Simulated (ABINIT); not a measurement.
Crystal: SnSe2.

```
Sn Se
1.0
     3.81100    0.00000    0.00000
    -1.90550    3.30042    0.00000
     0.00000    0.00000    6.13600
Sn Se
1 2
Direct
  0.00000 0.00000 0.00000
  0.66667 0.33333 0.75100
  0.33333 0.66667 0.24900
```

Base run:

- Program: ABINIT 10.8.3 (patched build)
- Functional: HCTH407
- Potentials or basis: JTH PAW PBE v2.0 sp
- Cutoff: 408 eV
- k mesh: 8 × 8 × 5
- Occupations: fermi-dirac, width 0.05 eV
- Spin: no spin polarisation

Its results: band gap on the k mesh 0.91 eV, indirect (least direct gap 1.22 eV); largest force 0.408 eV/Å.

Task: The run is repeated on the same cell with these changes: functional from HCTH407 to SOGGA. What comes out?

Result: Band gap on the k mesh 0.71 eV, indirect (least direct gap 1.00 eV); largest force 0.601 eV/Å.

Caveats: the PAW data sets were made with another functional, which shifts forces and pressure a little; spin-orbit coupling is left out, which moves the levels of the heavy elements; this set keeps more shells in the core, which shifts pressures and gaps; an odd mesh through Γ misses points on the zone boundary, where band edges often lie.
